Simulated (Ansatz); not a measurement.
# GaSb (I-4m2) in Ansatz: convergence with scf exx energy threshold

Aim: find how far scf exx energy threshold must go before the results for GaSb settle, at HSE06. This setting moves, with any that are tied to it; all else stays.

Everything below comes from runs of Ansatz 0.2.0. Logs are shortened: lines on timing, memory, paths and dates and some standing lists are left out, and cuts for length are marked.

## (1) Starting point

It takes space group I-4m2 (No. 119, tetragonal). The conventional cell has a = 5.507 Å, b = 5.507 Å, c = 3.181 Å, α = 90.00°, β = 90.00°, γ = 90.00°. Around Sb (site symmetry -4m2) lie 4 Ga at 2.87 Å and 2 Sb at 3.18 Å. Around Ga (site symmetry -4m2) lie 4 Sb at 2.87 Å and 2 Ga at 3.18 Å.

Measurements of this composition are mostly on another form, of space group No. 216.

## (2) With scf exx energy threshold 0.01

Input file input.yaml:

```yaml
crystal:
  lattice:
    - [-2.753434, 2.753434, 1.590707]
    - [2.753434, -2.753434, 1.590707]
    - [2.753434, 2.753434, -1.590707]
  atoms:
    - { symbol: Sb, position: [0.0, 0.0, 0.0] }
    - { symbol: Ga, position: [0.75, 0.25, 0.5] }
hamiltonian:
  xc: hse06
  pseudopotentials: { kind: paw }
kpoints:
  mp_grid: { grid: [5, 5, 5] }
scf:
  occupations: { method: fermi_dirac, width: 0.1 }
  exx: { energy_threshold: 0.01 }
output:
  forces: true
  stress: true
  eigenvalues: true
```

Potentials or basis: Ansatz PAW.

Launch:

```sh
$ ansatz run input.yaml --threads 2 --pin off --max-ram 5632MiB --backend cpu --events-out ev --progress --plain --runs-dir out
```

Wall time 36 s (2 threads of Intel Xeon Platinum 8259CL at 2.50GHz (Skylake/Cascade Lake), shared host); peak memory 1.2 GiB.

What came out:

```
Free energy            : -10272.0030 eV
Pressure               : -1.6 GPa
Band gap on the k mesh : none (metal or under the smearing width)
```

## (3) With scf exx energy threshold 0.001

Edit input.yaml of step 2 so:

```diff
@@ -15,3 +15,3 @@
   occupations: { method: fermi_dirac, width: 0.1 }
-  exx: { energy_threshold: 0.01 }
+  exx: { energy_threshold: 0.001 }
 output:
```

Potentials or basis: Ansatz PAW.

Launch:

```sh
$ ansatz run input.yaml --threads 2 --pin off --max-ram 5632MiB --backend cpu --events-out ev --progress --plain --runs-dir out
```

Run time: 36 s. Hardware: 2 threads of Intel Xeon Platinum 8259CL at 2.50GHz (Skylake/Cascade Lake), shared host; peak memory 1.2 GiB.

Results:

| Item | Value |
| --- | --- |
| Free energy | -10272.0030 eV |
| Pressure | -1.6 GPa |
| Band gap on the k mesh | none (metal or under the smearing width) |

## (4) With scf exx energy threshold 0.0001

Edit input.yaml of step 3 so:

```diff
@@ -15,3 +15,3 @@
   occupations: { method: fermi_dirac, width: 0.1 }
-  exx: { energy_threshold: 0.001 }
+  exx: { energy_threshold: 0.0001 }
 output:
```

Launch:

```sh
$ ansatz run input.yaml --threads 2 --pin off --max-ram 5632MiB --backend cpu --events-out ev --progress --plain --runs-dir out
```

Run time: 33 s. Hardware: 2 threads of Intel Xeon Platinum 8259CL at 2.50GHz (Skylake/Cascade Lake), shared host; peak memory 1.2 GiB.

What came out:

```yaml
Free_energy: -10272.0030 eV
Pressure: -1.6 GPa
Band_gap_on_the_k_mesh: none (metal or under the smearing width)
```

## (5) With scf exx energy threshold 1e-05

Edit input.yaml of step 4 so:

```diff
@@ -15,3 +15,3 @@
   occupations: { method: fermi_dirac, width: 0.1 }
-  exx: { energy_threshold: 0.0001 }
+  exx: { energy_threshold: 1.0e-05 }
 output:
```

Launch:

```sh
$ ansatz run input.yaml --threads 2 --pin off --max-ram 5632MiB --backend cpu --events-out ev --progress --plain --runs-dir out
```

Wall time 32 s (2 threads of Intel Xeon Platinum 8259CL at 2.50GHz (Skylake/Cascade Lake), shared host); peak memory 1.2 GiB.

It converged, with:

| Property | Result |
| --- | --- |
| Free energy | -10272.0030 eV |
| Pressure | -1.6 GPa |
| Band gap on the k mesh | none (metal or under the smearing width) |

## (6) With scf exx energy threshold 1e-06

Edit input.yaml of step 5 so:

```diff
@@ -15,3 +15,3 @@
   occupations: { method: fermi_dirac, width: 0.1 }
-  exx: { energy_threshold: 1.0e-05 }
+  exx: { energy_threshold: 1.0e-06 }
 output:
```

Potentials or basis: Ansatz PAW.

Launch:

```sh
$ ansatz run input.yaml --threads 2 --pin off --max-ram 5632MiB --backend cpu --events-out ev --progress --plain --runs-dir out
```

Run time: 37 s. Hardware: 2 threads of Intel Xeon Platinum 8259CL at 2.50GHz (Skylake/Cascade Lake), shared host; peak memory 1.2 GiB.

The run converged. Its results:

- Free energy: -10272.0030 eV
- Pressure: -1.6 GPa
- Band gap on the k mesh: none (metal or under the smearing width)

## (7) With scf exx energy threshold 1e-07

Edit input.yaml of step 6 so:

```diff
@@ -15,3 +15,3 @@
   occupations: { method: fermi_dirac, width: 0.1 }
-  exx: { energy_threshold: 1.0e-06 }
+  exx: { energy_threshold: 1.0e-07 }
 output:
```

Potentials or basis: Ansatz PAW.

Launch:

```sh
$ ansatz run input.yaml --threads 2 --pin off --max-ram 5632MiB --backend cpu --events-out ev --progress --plain --runs-dir out
```

What it wrote:

```text
Warning: output.stress: scf.convergence.dr2_threshold = 1e-7 eV (the SCF's general default) is looser than the 2e-10 eV advised for a printed stress (1e-10 eV for each atom of the cell: 2). What an SCF threshold leaves in a stress goes as its square root, and in the free energy as the threshold itself, and one threshold admits the most on a small cell: of the crystals measured, under no hybrid functional and no lock of the moments, on runs that ended without the residual-converged pass, on stresses that held no estimate of that error, the worst erred by over 100 MPa in a component at 1e-7 eV an atom and by under 5 at 1e-10. Set scf.convergence.dr2_threshold to 2e-10 eV or tighter. The threshold is an SCF's pass mark: one that does not reach it within its budget of iterations ends unconverged, or closes short of it on a stop that the run arms, and scf.convergence.dr2_threshold's page says what that costs each kind of run
Warning: output.stress: scf.exx.energy_threshold = 1e-7 eV is looser than the 2e-8 eV advised for a stress under a hybrid functional (1e-8 eV for each atom of the cell: 2). Every SCF of the exchange loop can meet its threshold on dr2 while the loop round them stops early: no threshold on dr2 bounds what that leaves in the stress. Set scf.exx.energy_threshold to 2e-8 eV or tighter. The threshold is the loop's pass mark: a loop that does not reach it within its budget of cycles ends unconverged, and scf.exx.energy_threshold's page has the law
Warning: RAYON_NUM_THREADS=2 ignored (pool sized by the plan → 2); use --threads N
Engine: ansatz 0.2.0, x86_64-unknown-linux-gnu
Pseudopotentials: kind: paw
Pseudopotential: Sb, paw, valence charge 15, recommended cutoff 420 eV (normal), Sb.paw.azcp
Pseudopotential: Ga, paw, valence charge 13, recommended cutoff 420 eV (normal), Ga.paw.azcp
Functional definition: HSE06
  parameter a = 0.25
  parameter omega = 0.11/bohr
  exchange = pbe_x - a*pbe_x_sr(omega) + a*exact_x_sr(omega)
  correlation = pbe_c
Crystal: 2 atoms, lattice volume = 48.239 Å³
Basis set: ecut = 420 eV, 941 PW (Γ), exchange–correlation on 60×60×60 points (8 copies of the dense FFT grid, shifted against one another)
Bands: 18, of which v1, the nominal top of the filled ones, is band 14 counted from 1 (13 counted from 0)
Symmetry: 8 space group operations
Space group: I-4m2 (ITA 119), of the structure as read, at distance tolerance 3.6e-5 Å
k-points: 18 of 125 (time reversal used)
Non-local potential: Sb, projectors of the file, l = 0: 2, l = 1: 2, l = 2: 2, l = 3: 2
Non-local potential: Ga, projectors of the file, l = 0: 2, l = 1: 2, l = 2: 3, l = 3: 1
PAW form: soft (Blöchl's): semilocal exchange-correlation on the pseudo side does not see the compensation charge
PAW frozen core: Sb, regenerated for the run's functional, and the local potential with it (the file was generated under x = pbe(κ = 0.804, μ = 0.2195149727645171), c = pbe(β = 0.06672455060314922))
PAW frozen core: Ga, regenerated for the run's functional, and the local potential with it (the file was generated under x = pbe(κ = 0.804, μ = 0.2195149727645171), c = pbe(β = 0.06672455060314922))
PAW one-centre angular grid: Sb, 590 points (default); XC on 64 Gauss nodes
PAW one-centre angular grid: Ga, 590 points (default); XC on 64 Gauss nodes
Initial density: superposition of atomic densities (neutral atoms: chi_scale 0, normalization atom), corrected by the library's trained network
Initial wavefunctions: pseudopotential atomic-orbital guess
Functional: x = pbe(κ = 0.804, μ = 0.2195149727645171), c = pbe(β = 0.06672455060314922), warm-up for x = pbe(κ = 0.804, μ = 0.2195149727645171) + 0.25 (exact − pbe) at short range (hse, ω = 0.20786987370883472 Å⁻¹), c = pbe(β = 0.06672455060314922); HSE06 as pw.x's `hse` composes it (authors' and Libxc's form: `xc: wpbeh`)
SCF iter   1: F=—  HF=-10267.367372 eV  |F-HF|=—  |Δ(HF+E_count)|=         —  Δρ=2.46e-3  dr2=7.53e-3  ethr=1.77e-3  ⟨swp⟩=6.6  Hψ=1264  notcnv=0
preconditioner: auto → Kerker (q_TF=auto, 2.492 Å⁻¹)  [metal: Δε(μ)=0.190 eV  Ē_g=14.344 eV  σ=0.100 eV  W_gap=0.44  n_scr=16 (ndim 8)  ℏωp=22.7 eV  f_vac=0.000  D(μ)=1.20/eV (n_scr^D=4)]
SCF iter   2: F=—  HF=-10267.366474 eV  |F-HF|=—  |Δ(HF+E_count)|=   8.98e-4  Δρ=1.57e-3  dr2=2.93e-3  ethr=2.69e-5  ⟨swp⟩=2.3  Hψ=595  notcnv=0
iter 3 solved again at ethr=8.95e-7 eV; its pass at ethr=1.05e-5 eV (dr2=2.51e-4 eV) is discarded
SCF iter   3: F=—  HF=-10267.366070 eV  |F-HF|=—  |Δ(HF+E_count)|=   4.04e-4  Δρ=7.11e-4  dr2=2.31e-4  ethr=8.95e-7  ⟨swp⟩=2.2  Hψ=1310  notcnv=0
SCF iter   4: F=—  HF=-10267.365850 eV  |F-HF|=—  |Δ(HF+E_count)|=   2.20e-4  Δρ=2.23e-4  dr2=1.76e-5  ethr=8.27e-7  ⟨swp⟩=4.0  Hψ=839  notcnv=0
[... 37 lines left out ...]
SCF iter   1: F=—  HF=-10272.003027 eV  |F-HF|=—  |Δ(HF+E_count)|=         —  Δρ=2.16e-6  dr2=9.73e-10  ethr=2.44e-10  ⟨swp⟩=5.1  Hψ=812  notcnv=0
preconditioner: auto → none  [insulator: Δε(μ)=0.373 eV  Ē_g=16.716 eV  σ=0.100 eV  W_gap=0.73  n_scr=16 (ndim 8)  ℏωp=22.7 eV  f_vac=0.000  D(μ)=0.92/eV (n_scr^D=4)]
SCF iter   2: F=-10272.003027 eV  HF=-10272.003027 eV  |F-HF|=1.09e-11  |Δ(HF+E_count)|=  3.06e-10  Δρ=4.56e-7  dr2=8.39e-11  ethr=3.27e-12  ⟨swp⟩=4.0  Hψ=837  notcnv=0
SCF 4 converged in 2 iterations: F = -10272.003027 eV  dr2 = 8.39e-11
  Residual-converged pass: ⟨swp⟩=2.9  Hψ=596  notcnv=0  max |occ|·‖R‖ = 7.5e-7 eV (tolerance 7.7e-7 eV)  dr2=8.42e-11  dr2_onsite=4.88e-11  max |Δocc| = 1.4e-13
hybrid outer 3: dexx = +2.545e-10 eV, tail = 2.69e-10 eV, Δε = 7.31e-5 eV (about 1.47e-5 eV left of the loop's levels), ΔF = 0.00e0 eV/Å
hybrid SCF converged: 3 outer / 14 inner (+9 warm-up), last move |dexx| = 2.54e-10 eV, tail = 2.69e-10 eV
Stability not checked: this state was not tested for a lower state beside it, because the functional holds exact exchange (a hybrid, or Hartree-Fock), whose exchange loop this test does not read (fock_operator; see scf.lower_state_search)
Free energy (F): -10272.003027 eV
Frozen-core exchange: fock
Harris-Foulkes:  -10272.003027 eV  (|F-HF|=1.09e-11)
Internal energy: -10271.970284 eV  (E = F + TS)
E sigma→0 (E₀):  -10271.986655 eV
Entropy (-TS):   -0.032743 eV (-16.372 meV/atom)
Fermi energy:    10.016320 eV
--- Per-component energies (eV) ---
  E_band       = -260.637435
  E_kinetic    = 319.788476
  E_local      = -3365.854534  (includes V_loc(G=0)·N_el)
  E_nonlocal   = 785.871214
  E_hartree    = 1562.302985
  E_xc         = -166.518704
  E_vxc        = -123.714769  (∫ρ·V_xc dr)
  E_exx        = -88.171783  (= α·E_x^exact, valence–valence)
  E_paw        = -6521.417845  (= ΣΔE_a)
  E_vpaw       = -824.989804  (= ΣTr[D̂ρ^β])
  E_aug_tail   = -0.000110  (compensation charges beyond the density's cutoff)
  E_ewald      = -2798.107537
  E_core_change = 0.137557  (= ΣΔE_core)
  E_smearing   = -0.032743  (= −TS)
  E_closure    = 0.000000  (closes the sum)
  Σ components = -10272.003027   (vs F -10272.003027, Δ=0.00e0)
--- Forces (eV/Å), atoms counted from 1 ---
  atom   1  Sb     0.00000000     0.00000000     0.00000000
  atom   2  Ga     0.00000000     0.00000000     0.00000000
  max |Σ_I F_I| component: 5.55e-17 eV/Å
--- Stress (GPa, compression-positive) ---
       -2.005626       0.000000       0.000000
        0.000000      -2.005626       0.000000
        0.000000       0.000000      -0.870437
  P = ⅓ Tr σ = -1.6272 GPa (-16.272 kbar)
--- Band table (eV; the first three rows and the last of 18) ---
  k-point 0: bands = ["-21.7803", "-21.6646", "-21.6646", "-21.6392", "-21.6296", "-8.0059", "-7.9241", "-7.9091", "-7.9000", "-7.9000", "-3.5472", "6.8340", "7.6568", "7.6568", "13.5854", "15.4857", "17.7873", "17.7873"]
  k-point 1: bands = ["-21.7802", "-21.6649", "-21.6634", "-21.6400", "-21.6273", "-8.0035", "-7.9311", "-7.9059", "-7.9002", "-7.8968", "-3.1599", "3.9391", "8.1132", "9.7803", "14.6257", "15.4039", "15.9513", "16.2777"]
  k-point 2: bands = ["-21.7802", "-21.6653", "-21.6614", "-21.6414", "-21.6235", "-8.0000", "-7.9417", "-7.9015", "-7.9000", "-7.8925", "-2.1755", "1.3138", "9.3025", "11.5212", "12.4209", "13.5912", "15.0629", "17.2688"]
  k-point 17: bands = ["-21.7803", "-21.6619", "-21.6618", "-21.6451", "-21.6178", "-8.0008", "-7.9808", "-7.8950", "-7.8946", "-7.8865", "-0.9770", "2.5709", "4.3982", "5.9683", "13.8209", "15.5080", "19.4564", "20.6608"]
```

It took 37 s on 2 threads of Intel Xeon Platinum 8259CL at 2.50GHz (Skylake/Cascade Lake), shared host; peak memory 1.3 GiB.

What came out:

| Item | Value |
| --- | --- |
| Free energy | -10272.0030 eV |
| Pressure | -1.6 GPa |
| Band gap on the k mesh | none (metal or under the smearing width) |

## (8) The series at a glance

```csv
scf exx energy threshold,"energy less the tightest run, at zero smearing (meV/atom)",SCF cycles,CPU time (s),peak memory (GiB)
0.01,0.00,19,67,1.2
0.001,0.00,19,68,1.2
0.0001,0.00,19,62,1.2
1e-05,0.00,19,60,1.2
1e-06,0.00,20,70,1.2
1e-07,0.00,23,70,1.3
```

Against the tightest run, the energy stays within 1 meV/atom from 0.01 on. The tightest run that finished is the yardstick and may itself not be fully converged.

Caveats: all runs use coarse meshes; the PAW data sets come from PBE, with cores solved anew for the run's functional, which leaves a small shift of forces and pressure; the thresholds are loose for stress.
